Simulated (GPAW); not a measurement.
# Na2S (Fm-3m) in GPAW: convergence with k mesh

Aim: find how far k mesh must go before the results for Na2S settle, at PBEsol. This setting moves, with any that are tied to it; all else stays.

Everything below comes from runs of GPAW 26.7.0. Logs are shortened: lines on timing, memory, paths and dates and some standing lists are left out, and cuts for length are marked. The log counts tension as positive stress, the text compression.

**1. The crystal as given**

Symmetry: Fm-3m, No. 225, cubic system. Conventional cell: a = 6.547 Å, b = 6.547 Å, c = 6.547 Å, α = 90.00°, β = 90.00°, γ = 90.00°. Around S (site symmetry m-3m) lie 8 Na at 2.83 Å. Na (site symmetry -43m) has 4 S at 2.83 Å as nearest neighbours.

**2. With k mesh 2 × 2 × 2**

File run.py:

```python
from ase.dft.bandgap import bandgap
from ase.io import read, write
from ase.units import GPa
from gpaw import GPAW, PW, setup_paths

setup_paths.insert(0, '.')

atoms = read('POSCAR')

calc = GPAW(mode=PW(800),
            xc='PBEsol',
            kpts={'size': (2, 2, 2), 'gamma': True},
            occupations={'name': 'fermi-dirac', 'width': 0.05},
            nbands=20,
            convergence={'density': 1e-05, 'energy': 1e-05},
            maxiter=100,
            txt='gpaw.txt')
atoms.calc = calc
energy = atoms.get_potential_energy()
forces = atoms.get_forces()
stress = atoms.get_stress()
calc.write('gs.gpw')
write('result.traj', atoms)
print(f'Energy: {energy:.6f} eV')
print('Forces (eV/A):')
print(forces.round(4))
print('Stress (GPa):', (stress / GPa).round(3))
print('Fermi level:', round(calc.get_fermi_level(), 4), 'eV')
print(f'Gap: {bandgap(calc)[0]:.4f} eV, direct: {bandgap(calc, direct=True)[0]:.4f} eV')
```

File POSCAR:

```
Na2S
1.0
    0.0000000000      3.2735000000      3.2735000000
    3.2735000000      0.0000000000      3.2735000000
    3.2735000000      3.2735000000      0.0000000000
S Na
1 2
Direct
    0.0000000000      0.0000000000      0.0000000000
    0.7500000000      0.7500000000      0.7500000000
    0.2500000000      0.2500000000      0.2500000000
```

Potentials or basis: PAW data sets generated in the run's folder for this functional, pw.

Command:

```
$ gpaw-setup -f PBEsol Na S
$ OMP_NUM_THREADS=1 python run.py
```

gpaw.txt:

```text
__  _  _
 | _ |_)|_||  |
 |__||  | ||/\| - 26.7.0

Input parameters:
  mode=PW(ecut=800.0),
  convergence={'density': 1e-05, 'energy': 1e-05},
  kpts=MonkhorstPack(size=(2, 2, 2), gamma=True),
  maxiter=100,
  nbands=20,
  occupations=Occupations(name='fermi-dirac', width=0.05),
  xc=XC(name='PBEsol')

Diagonalizing LCAO Hamiltonian
Converting LCAO to pw mode

                      Na

            Na

       S

Atoms  # Å, Bohr magnetons
|   | symbol |        x |        y |        z |    initial magnetic moments |
|---|--------|----------|----------|----------|-----------------------------|
| 0 |      S | 0.000000 | 0.000000 | 0.000000 | ( 0.0000,  0.0000,  0.0000) |
| 1 |     Na | 4.910250 | 4.910250 | 4.910250 | ( 0.0000,  0.0000,  0.0000) |
| 2 |     Na | 1.636750 | 1.636750 | 1.636750 | ( 0.0000,  0.0000,  0.0000) |

Unit cell  # Å
| periodic |        x |        y |        z |  lengths |    angles |
|----------|----------|----------|----------|----------|-----------|
|      yes | 0.000000 | 3.273500 | 3.273500 | 4.629428 | 60.000000 |
|      yes | 3.273500 | 0.000000 | 3.273500 | 4.629428 | 60.000000 |
|      yes | 3.273500 | 3.273500 | 0.000000 | 4.629428 | 60.000000 |

Number of symmetries: 48
Symmetry operations  # r_c * U_cc + t_c -> r_c
|    | kind |            matrix            |
|----|------|------------------------------|
|  0 |  σ   |  1, 0, 0,  1, 0,-1,  1,-1, 0 |
|  1 |  C2  |  1, 0, 0,  1,-1, 0,  1, 0,-1 |
|  2 |  E   |  1, 0, 0,  0, 1, 0,  0, 0, 1 |
|  3 |  σ   |  1, 0, 0,  0, 0, 1,  0, 1, 0 |
|  4 |  C4  |  1, 0,-1,  1, 0, 0,  1,-1, 0 |
|  5 |  S6  |  1, 0,-1,  1,-1, 0,  1, 0, 0 |
|  6 |  σ   |  1, 0,-1,  0, 1,-1,  0, 0,-1 |
|  7 |  C3  |  1, 0,-1,  0, 0,-1,  0, 1,-1 |
|  8 |  S6  |  1,-1, 0,  1, 0, 0,  1, 0,-1 |
|  9 |  C4  |  1,-1, 0,  1, 0,-1,  1, 0, 0 |
| 10 |  C3  |  1,-1, 0,  0,-1, 1,  0,-1, 0 |
| 11 |  σ   |  1,-1, 0,  0,-1, 0,  0,-1, 1 |
| 12 |  σ   |  0, 1, 0,  1, 0, 0,  0, 0, 1 |
| 13 |  C4  |  0, 1, 0,  0, 1,-1, -1, 1, 0 |
| 14 |  C3  |  0, 1, 0,  0, 0, 1,  1, 0, 0 |
| 15 |  S6  |  0, 1, 0, -1, 1, 0,  0, 1,-1 |
| 16 |  C2  |  0, 1,-1,  1, 0,-1,  0, 0,-1 |
| 17 |  σ   |  0, 1,-1,  0, 1, 0, -1, 1, 0 |
| 18 |  S4  |  0, 1,-1,  0, 0,-1,  1, 0,-1 |
| 19 |  C4  |  0, 1,-1, -1, 1, 0,  0, 1, 0 |
| 20 |  C3  |  0, 0, 1,  1, 0, 0,  0, 1, 0 |
| 21 |  σ   |  0, 0, 1,  0, 1, 0,  1, 0, 0 |
| 22 |  S6  |  0, 0, 1,  0,-1, 1, -1, 0, 1 |
| 23 |  C4  |  0, 0, 1, -1, 0, 1,  0,-1, 1 |
| 24 |  S4  |  0, 0,-1,  1, 0,-1,  0, 1,-1 |
| 25 |  C3  |  0, 0,-1,  0, 1,-1,  1, 0,-1 |
| 26 |  C2  |  0, 0,-1,  0,-1, 0, -1, 0, 0 |
| 27 |  S6  |  0, 0,-1, -1, 0, 0,  0,-1, 0 |
| 28 |  S4  |  0,-1, 1,  1,-1, 0,  0,-1, 0 |
| 29 |  C4  |  0,-1, 1,  0, 0, 1, -1, 0, 1 |
| 30 |  C2  |  0,-1, 1,  0,-1, 0,  1,-1, 0 |
| 31 |  σ   |  0,-1, 1, -1, 0, 1,  0, 0, 1 |
| 32 |  C3  |  0,-1, 0,  1,-1, 0,  0,-1, 1 |
| 33 |  S6  |  0,-1, 0,  0, 0,-1, -1, 0, 0 |
| 34 |  S4  |  0,-1, 0,  0,-1, 1,  1,-1, 0 |
| 35 |  C2  |  0,-1, 0, -1, 0, 0,  0, 0,-1 |
| 36 |  C2  | -1, 1, 0,  0, 1, 0,  0, 1,-1 |
| 37 |  S6  | -1, 1, 0,  0, 1,-1,  0, 1, 0 |
| 38 |  S4  | -1, 1, 0, -1, 0, 1, -1, 0, 0 |
| 39 |  C3  | -1, 1, 0, -1, 0, 0, -1, 0, 1 |
| 40 |  S6  | -1, 0, 1,  0, 0, 1,  0,-1, 1 |
| 41 |  C2  | -1, 0, 1,  0,-1, 1,  0, 0, 1 |
| 42 |  C3  | -1, 0, 1, -1, 1, 0, -1, 0, 0 |
| 43 |  S4  | -1, 0, 1, -1, 0, 0, -1, 1, 0 |
| 44 |  C2  | -1, 0, 0,  0, 0,-1,  0,-1, 0 |
| 45 |  i   | -1, 0, 0,  0,-1, 0,  0, 0,-1 |
| 46 |  σ   | -1, 0, 0, -1, 1, 0, -1, 0, 1 |
| 47 |  C2  | -1, 0, 0, -1, 0, 1, -1, 1, 0 |

BZ-sampling:
  Number of BZ points: 8
  Number of IBZ points: 3

  Monkhorst-Pack size: [2, 2, 2]
  Monkhorst-Pack shift: [0.25, 0.25, 0.25]

K-points  # in reciprocal-cell coordinates
|   |                                coordinates |     weight |
|---|--------------------------------------------|------------|
| 0 | (  0.00000000,   0.00000000,   0.00000000) | 0.12500000 |
| 1 | (  0.50000000,   0.50000000,   0.00000000) | 0.37500000 |
| 2 | (  0.50000000,   0.50000000,   0.50000000) | 0.50000000 |

Plane wave coefficients: 3647
Cutoff: 800.0 eV

Spin-components: 1 (collinear spins)
Bands:           20
Projectors:      15
Spin-degeneracy: 2
Datatype:        complex128

Parallelization:
  kpt:    1
  domain: 1
  band:   1

Density:
  Valence electrons: 20.0
  Components: 1
  Grid points: [32 32 32]
  Charge: 0.0  # |e|

Potential:
  Grid points: [32 32 32]

species:
  S:
    name:    Sulfur
    Z:       16.0
    valence: 6
    core:    10
    charge:  0.0  # [|e|]
    compensation charges:
      type: gauss
      rc: 0.24  # [Å]
      lmax: 2
    cutoffs:
      filter: 1.77  # [Å]
      core: 1.66  # [Å]
    projectors
    | kind |    occ | energy [eV] | rcut [Å] |
    |------|--------|-------------|----------|
    |   3s |  2.000 |     -17.192 |    0.974 |
    |   3p |  4.000 |      -6.978 |    0.979 |
    |    s |        |      10.020 |    0.974 |
    |    p |        |      20.234 |    0.979 |
    |    d |        |       0.000 |    0.900 |

    Using partial waves for S as LCAO basis

  Na:
    name:    Sodium
    Z:       11.0
    valence: 7
    core:    4
    charge:  0.0  # [|e|]
    compensation charges:
      type: gauss
      rc: 0.37  # [Å]
      lmax: 2
    cutoffs:
      filter: 2.17  # [Å]
      core: 2.59  # [Å]
    projectors
    | kind |    occ | energy [eV] | rcut [Å] |
    |------|--------|-------------|----------|
    |   3s |  1.000 |      -2.705 |    1.201 |
    |   2p |  6.000 |     -28.654 |    1.217 |
    |   3p |  0.000 |      -0.730 |    1.217 |
    |    s |        |      24.506 |    1.201 |
    |    d |        |       0.000 |    1.238 |

    Using partial waves for Na as LCAO basis

Reference energy: -19656.164371  # eV

eigensolver:
  PPCG
  Converge bands: occupied
  niter=2

density mixing:
  MSR1-Mixer
  Pratt-step length: 0.05
  Maximum mixing coefficient: 0.75
  Old densities: 10
  SVD Regularization: 0.005
  Good broyden scale: 1.0
  Trust region scale: 1.0
  Backstep threshold: 4.0
  History deletion threshold: 6.0
  Fourier metric: weight=20.0, sigma=0.015

occupation numbers:
  Fermi-Dirac:
    width: 0.0500  # eV

poisson solver:
  ecut: 6400.0  # eV

xc functional:
  name: PBEsol with 2 nearest neighbor stencil

convergence criteria:
- Maximum integral of absolute [dens]ity change: 1e-05 electrons / valence electron
- Maximum [total energy] change in last 3 cyles: 1e-05 eV / valence electron
- Maximum integral of absolute [eigenst]ate change: 4e-08 eV^2 / valence electron
maximum number of iterations: 100

SCF iterations
|iter     | |      energy | eigst |  dens |
|---------|-|-------------|-------|-------|
|iter:   1| |  -10.571993 | -0.50 |       |
|iter:   2| |  -10.460346 | -2.91 | -1.12 |
|iter:   3| |  -10.059103 | -2.14 | -1.16 |
|iter:   4| |  -10.063861 | -3.89 | -1.66 |
|iter:   5| |  -10.066356 | -4.12 | -2.10 |
|iter:   6| |  -10.066453 | -5.64 | -3.08 |
|iter:   7| |  -10.066473c| -6.49 | -3.46 |
|iter:   8| |  -10.066473c| -8.30c| -4.52 |
|iter:   9| |  -10.066473c| -8.52c| -5.12c|

Converged in 9 steps
Energy contributions relative to reference atoms: (reference = -19656.164371)

Energy contributions:
  Kinetic:          12.104158
  Coulomb:         -10.750247
  Zero:              0.038377
  External:          0.000000
  Xc:              -11.458762
  Entropy:          -0.000000
  Spinorbit:         0.000000
  ----------------------------
  Free energy:     -10.066473
  Extrapolated:    -10.066473

dipole moment: (-20.928937, -20.928937, -20.928937)  # |e|*Ang

Fermi level: 1.518
Eigenvalues  # (at kpt = [0.000, 0.000, 0.000])
| band index |      eig [eV] | occ [0-2] |
|------------|---------------|-----------|
|          0 |       -21.972 |     2.000 |
|        ... |               |           |
|          2 |       -21.972 |     2.000 |
|          3 |       -21.918 |     2.000 |
|          4 |       -21.918 |     2.000 |
|          5 |       -21.918 |     2.000 |
|          6 |        -9.700 |     2.000 |
|          7 |         0.392 |     2.000 |
[... 8 lines left out ...]
|         16 |        11.358 |     0.000 |
|         17 |        11.358 |     0.000 |
|        ... |               |           |
|         19 |        13.662 |     0.000 |

Gap: 2.266 eV
Transition (v -> c):
  (s=0, k=0, n=9, [0.00, 0.00, 0.00]) -> (s=0, k=0, n=10, [0.00, 0.00, 0.00])
No difference between direct/indirect transitions

Forces  # eV/Ang
|        x |        y |        z |
|----------|----------|----------|
|  0.00000 | -0.00000 | -0.00000 |  # S    0
| -0.00000 |  0.00000 | -0.00000 |  # Na   1
|  0.00000 |  0.00000 |  0.00000 |  # Na   2

Stress tensor  # eV/Ang^3
|         x |         y |         z |
|-----------|-----------|-----------|
| -0.001635 | -0.000000 | -0.000000 |
| -0.000000 | -0.001635 |  0.000000 |
| -0.000000 |  0.000000 | -0.001635 |

# Writing to gs.gpw (mode='')
```

It took 6.8 s on 1 thread of Intel Xeon Platinum 8488C (Sapphire Rapids), shared host; peak memory 0.18 GiB.

What came out:

```yaml
Free_energy: -10.0665 eV
Pressure: 0.3 GPa
Band_gap_on_the_k_mesh: 2.27 eV, direct
```

**3. With k mesh 3 × 3 × 3**

Edit run.py of step 2 so:

```diff
@@ -11,3 +11,3 @@
             xc='PBEsol',
-            kpts={'size': (2, 2, 2), 'gamma': True},
+            kpts={'size': (3, 3, 3), 'gamma': True},
             occupations={'name': 'fermi-dirac', 'width': 0.05},
```

POSCAR is that of step 2.

Potentials or basis: PAW data sets generated in the run's folder for this functional, pw.

Command:

```
$ gpaw-setup -f PBEsol Na S
$ OMP_NUM_THREADS=1 python run.py
```

Wall time 7.2 s (1 thread of Intel Xeon Platinum 8488C (Sapphire Rapids), shared host); peak memory 0.18 GiB.

Results:

```
Free energy            : -10.3633 eV
Pressure               : -0.4 GPa
Band gap on the k mesh : 2.35 eV, direct
```

**4. With k mesh 4 × 4 × 4**

Edit run.py of step 3 so:

```diff
@@ -11,3 +11,3 @@
             xc='PBEsol',
-            kpts={'size': (3, 3, 3), 'gamma': True},
+            kpts={'size': (4, 4, 4), 'gamma': True},
             occupations={'name': 'fermi-dirac', 'width': 0.05},
```

POSCAR is that of step 3.

Command:

```
$ gpaw-setup -f PBEsol Na S
$ OMP_NUM_THREADS=1 python run.py
```

Wall time 10 s (1 thread of Intel Xeon Platinum 8488C (Sapphire Rapids), shared host); peak memory 0.19 GiB.

It converged, with:

* Free energy: -10.3902 eV
* Pressure: -0.5 GPa
* Band gap on the k mesh: 2.36 eV, direct

**5. With k mesh 5 × 5 × 5**

Edit run.py of step 4 so:

```diff
@@ -11,3 +11,3 @@
             xc='PBEsol',
-            kpts={'size': (4, 4, 4), 'gamma': True},
+            kpts={'size': (5, 5, 5), 'gamma': True},
             occupations={'name': 'fermi-dirac', 'width': 0.05},
```

POSCAR is that of step 4.

Command:

```
$ gpaw-setup -f PBEsol Na S
$ OMP_NUM_THREADS=1 python run.py
```

It took 11 s on 1 thread of Intel Xeon Platinum 8488C (Sapphire Rapids), shared host; peak memory 0.19 GiB.

The run converged. Its results:

- Free energy: -10.3936 eV
- Pressure: -0.5 GPa
- Band gap on the k mesh: 2.36 eV, direct

**6. With k mesh 6 × 6 × 6**

Edit run.py of step 5 so:

```diff
@@ -11,3 +11,3 @@
             xc='PBEsol',
-            kpts={'size': (5, 5, 5), 'gamma': True},
+            kpts={'size': (6, 6, 6), 'gamma': True},
             occupations={'name': 'fermi-dirac', 'width': 0.05},
```

POSCAR is that of step 5.

Potentials or basis: PAW data sets generated in the run's folder for this functional, pw.

Command:

```
$ gpaw-setup -f PBEsol Na S
$ OMP_NUM_THREADS=1 python run.py
```

Run time: 15 s. Hardware: 1 thread of Intel Xeon Platinum 8488C (Sapphire Rapids), shared host; peak memory 0.2 GiB.

It converged, with:

```
Free energy            : -10.3941 eV
Pressure               : -0.5 GPa
Band gap on the k mesh : 2.36 eV, direct
```

**7. With k mesh 8 × 8 × 8**

Edit run.py of step 6 so:

```diff
@@ -11,3 +11,3 @@
             xc='PBEsol',
-            kpts={'size': (6, 6, 6), 'gamma': True},
+            kpts={'size': (8, 8, 8), 'gamma': True},
             occupations={'name': 'fermi-dirac', 'width': 0.05},
```

POSCAR is that of step 6.

Command:

```
$ gpaw-setup -f PBEsol Na S
$ OMP_NUM_THREADS=1 python run.py
```

Run time: 23 s. Hardware: 1 thread of Intel Xeon Platinum 8488C (Sapphire Rapids), shared host; peak memory 0.23 GiB.

Results (log left out):

| Item | Value |
| --- | --- |
| Free energy | -10.3943 eV |
| Pressure | -0.5 GPa |
| Band gap on the k mesh | 2.36 eV, direct |

**8. With k mesh 9 × 9 × 9**

Edit run.py of step 7 so:

```diff
@@ -11,3 +11,3 @@
             xc='PBEsol',
-            kpts={'size': (8, 8, 8), 'gamma': True},
+            kpts={'size': (9, 9, 9), 'gamma': True},
             occupations={'name': 'fermi-dirac', 'width': 0.05},
```

POSCAR is that of step 7.

Command:

```
$ gpaw-setup -f PBEsol Na S
$ OMP_NUM_THREADS=1 python run.py
```

It took 26 s on 1 thread of Intel Xeon Platinum 8488C (Sapphire Rapids), shared host; peak memory 0.24 GiB.

The run converged. Its results:

```
Free energy            : -10.3943 eV
Pressure               : -0.5 GPa
Band gap on the k mesh : 2.36 eV, direct
```

**9. Summary**

```
   k mesh  energy less the tightest run, at zero smearing (meV/atom)  pressure (GPa)  gap on the mesh (eV)  SCF cycles  CPU time (s)  peak memory (GiB)
2 × 2 × 2                                                     109.26            0.26                 2.266           9           6.7               0.18
3 × 3 × 3                                                      10.31           -0.45                 2.348           9           7.2               0.18
4 × 4 × 4                                                       1.36           -0.51                 2.361           9           9.9               0.19
5 × 5 × 5                                                       0.21           -0.52                 2.364           9            11               0.19
6 × 6 × 6                                                       0.04           -0.52                 2.364           9            15                0.2
8 × 8 × 8                                                       0.00           -0.52                 2.364           9            23               0.23
9 × 9 × 9                                                       0.00           -0.52                 2.364           9            26               0.24
```

Against the tightest run, the energy stays within 1 meV/atom from 5 × 5 × 5 on; the pressure stays within 0.1 GPa from 3 × 3 × 3 on; the gap on the mesh stays within 0.01 eV from 4 × 4 × 4 on. Meshes of other sizes hit other points, so gaps and Fermi surfaces needn't settle smoothly. The tightest run that finished is the yardstick and may itself not be fully converged.

Caveats: an odd mesh through Γ misses points on the zone boundary, where band edges often lie.
